Q: I have the pressure of strontium oxide at twelve volumes, and I expected a spring: twice the squeeze, twice the pressure. The numbers don't behave like that. What sizes should I carry in my head before I look for reasons?

Rocksalt SrO at twelve volumes, computed with Ansatz 0.2.0 using the HSE06 hybrid functional, PAW potentials, a 420 eV plane-wave cutoff and a 6×6×6 k mesh, without spin polarisation or spin–orbit coupling. The cells are the r2SCAN-optimised cell and hydrostatically strained copies of it; pressure is positive in compression.

```
volume (Å³/atom)  shortest distance (Å)  pressure (GPa)
          14.376                  2.432          23.800
          14.746                  2.452          19.200
          15.192                  2.477          14.300
          15.273                  2.481          13.500
          15.397                  2.488          12.400
          15.604                  2.499          10.500
          15.920                  2.516           7.800
          16.162                  2.528           6.000
          16.291                  2.535           5.100
          17.171                  2.580          -0.300
          18.764                  2.657          -7.000
          19.154                  2.676          -8.100
```

A: Near its resting volume this crystal asks for about 1 GPa, or ten thousand atmospheres, for each percent of volume you take away. At the most compressed end of the table the price is nearly 2 GPa per percent, and at the most stretched end it is little more than half a GPa. A positive pressure means that the cell pushes outward and has to be held in. A negative one means that it pulls inward and has to be held open.

Q: So the spring hardens when it is pressed and softens when it is drawn out. How lopsided is it?

A: Start from the row at 17.171 Å³ per atom, which is almost at rest, and move by about 2 Å³ either way. Going inward, to 15.192, raises the pressure by 14.7 GPa. Going outward, to 19.154, lowers it by only 7.8 GPa. The same change of volume therefore counts nearly twice as much in compression as in tension.

Q: That puzzles me, because strontium oxide is made of positive and negative ions. When they come closer they attract each other more strongly. Shouldn't the crystal pull itself together harder as it shrinks?

A: The attraction does exactly that, and its size is worth working out. Treat the crystal as point charges of +2 and −2 in the rocksalt arrangement, with d the shortest distance between strontium and oxygen. The energy of one ion pair, summed over all its neighbours near and far, is

E = −M · 4k / d

Here M is the Madelung constant of rocksalt, about 1.7. The constant k is the Coulomb energy of two unit charges times their distance, about 14 eV·Å, and the 4 comes from the two double charges. Pressure is the energy gained per unit of volume given up, P = −dE/dV, and one ion pair fills a volume of 2d³. Taking both derivatives with respect to d gives

P(attraction) = −(M · 4k / d²) / (6d²) = −4Mk / (6d⁴)

For the row at 17.171 Å³ per atom, d is 2.58 Å and d⁴ is about 44 Å⁴, so that

P(attraction) ≈ −(4 × 1.7 × 14) / (6 × 44) ≈ −0.36 eV/Å³ ≈ −60 GPa

Q: Minus 60 GPa, when the calculated pressure of that row is −0.3 GPa? The model seems to fail completely.

A: As a prediction of the pressure it does fail, and the failure is instructive. Point charges alone have no resting volume, because their energy would fall without end as they collapsed. Something must push outward with nearly the same strength, some tens of GPa, for the crystal to be almost at rest. The pressure in the table is the small difference between a large push and a large pull.

Q: What does the pushing?

A: The electron clouds of neighbouring ions begin to overlap. Both ions have closed shells, so there is no empty place at low energy for the electrons of one ion in the region of the other. By the Pauli principle the orbitals must stay distinct from each other, which forces extra ripples into them where they overlap. An orbital with more ripples has a higher kinetic energy, and that energy is the cost of bringing the ions together.

Q: Is that a story about the numbers, or can one see it in them?

A: One can see part of it in the energies of the same calculation. Between the volumes of 17.171 and 15.192 Å³ per atom, the kinetic energy rises by 5.1 eV for each SrO unit. The electrostatic energy falls by 3.7 eV, and the remaining contributions together fall by about 1.2 eV. What is left is a rise in total energy of only 0.15 eV. The electrostatic fall has the sign expected when opposite charges approach, but it is larger than the 1.6 eV or so that the point charges would give, because it also counts the pull of each ion's core on its own electrons, the repulsion among those electrons, and the overlap of neighbouring clouds. All of these change as the crystal shrinks, and the point-charge model leaves them out.

So the kinetic energy is the largest part of what resists the squeeze between these two rows. That the rise comes from overlapping closed shells is the standard argument of theory. The energies alone can't show it, because they are not sorted by cause. The exact split also depends on how the inner electrons are replaced by a smooth potential. I would trust the signs, but the sizes belong to this particular way of dividing up the energy.

Q: Good, there is a push and a pull. But two opposing forces could still add up to a straight line. Why does the curve bend?

A: Because the two depend on distance in very different ways. The pull follows 1/d⁴, whatever the charges are, as long as they stay fixed. From the largest to the smallest cell it grows by the factor

(2.676 / 2.432)⁴ ≈ 1.47

The push depends on the overlap of the outer tails of the electron clouds, and such tails die away roughly exponentially. Each further step inward therefore multiplies the overlap where a spring would only add to its force.

Q: Can the table tell me how much faster the push has to grow?

A: Roughly, if you accept the double charges. The pull is then about 50 GPa in the most stretched row and about 75 GPa in the most compressed one. The calculated pressures there are −8 and +24 GPa, so the push has to make up the difference:

stretched: 50 − 8 ≈ 40 GPa

compressed: 75 + 24 ≈ 100 GPa

The push more than doubles while the distance shrinks by only 9 percent. Real ions are not points, and they share some charge, so the separate values are good for an order of magnitude only. The conclusion is sturdier than the values: with smaller charges the pull would be weaker at both ends, and the push would have to grow by an even larger factor to give the same pressures.

Q: Then let me try to explain the compressed side. As I shrink the cell the pull does get stronger, but the push outruns it, and by more at each step. So the pressure climbs, and it climbs ever more steeply.

A: Yes, and the numbers bear you out. Between the two smallest cells the pressure rises by 12.4 GPa for each Å³ per atom removed. Between the two largest it is only about 3 GPa. The slope changes steadily from one end to the other, without a sudden break, as it should when one smooth repulsion gradually takes over.

Q: And on the stretched side the push fades first?

A: It does, and the pull is left with less and less to oppose it, so the pressure turns negative. But the pull is itself growing weaker with distance, so the crystal can't go on pulling harder for ever. If the ions were taken very far apart, the pressure would have to come back to zero. Somewhere on the way it must pass through a most negative value, and the flattening in the last rows is the approach to that point, which the table doesn't reach.

Q: Is there something simpler that behaves in the same way?

A: Think of a single sodium ion and a single chloride ion in empty space. Push them together and the force between them rises abruptly, because the closed shells meet. Draw them apart and the force that holds them first grows and then fades. The likeness holds for the shape of the curve near the resting distance. Very far apart, both the pair and the crystal would rather become neutral atoms, so the picture of ions fails there. And a single pair gives no pressure, which needs the volume and all the neighbours of a crystal.

Q: Now the rows that bother me. Between 15.192 and 15.273 Å³ per atom the pressure hardly moves, and between 17.171 and 18.764 it drops by almost 7 GPa. That looks like the reverse of what you have told me.

A: The volumes are unevenly spaced, so the bare jumps compare unlike things. Your first pair lies only 0.08 Å³ apart, the second about 1.6 Å³. Divide each change of pressure by its change of volume, and the first pair gives 9.9 GPa per Å³ against 4.2 for the second. The quiet-looking pair sits on the steeper part of the curve.

Q: I did divide, all the way down, and found a kink. Going from 15.273 to 15.397 I get a slope of 8.9 GPa per Å³, and in the next step, to 15.604, it is back up to 9.2.

A: That kink comes from rounding. The table gives pressures to a tenth of a GPa, and over such a short step a tenth is a sizeable part of the change. With more digits from the same calculation the two slopes are 9.6 and 9.1, and the order is restored. Slopes from close neighbours deserve this suspicion before they deserve an explanation.

Q: There is also a warning that the stress was only loosely converged. Could the bend itself come from that?

A: The energies provide a test, since pressure is also the change of energy divided by the change of volume. For the steps shorter than 0.5 Å³ per atom, this second route agrees with the average of the two neighbouring pressures to about 0.1 GPa. The bend amounts to many GPa over the table, so it is safe. A discussion of hundredths of a GPa would not be.

Q: One last oddity. The row at 17.171 is the unstrained cell, yet its pressure is −0.3 GPa. Why isn't it zero?

A: Its size was optimised with one approximation for the electrons, r2SCAN, and its pressure was calculated with another, the hybrid functional HSE06. The two need not agree exactly about the best volume, so a small leftover pressure is to be expected. A straight line between the neighbouring rows puts the HSE06 resting volume near 17.1 Å³ per atom, less than half a percent smaller. For a real sample you should also allow for the motion of the atoms, which these static pressures leave out and which swells the crystal a little.

Q: If I meet another ionic crystal, what should I ask first?

A: Ask how large the charges are and how far apart the ions sit. In table salt the charges are single, so at equal distance the pull is four times weaker, and the ions are also farther apart than here. A weaker pull is balanced by a gentler overlap, and table salt is indeed known to be much softer than strontium oxide. The lopsidedness stays, because in both crystals a slowly varying attraction is held in check by a steep repulsion.
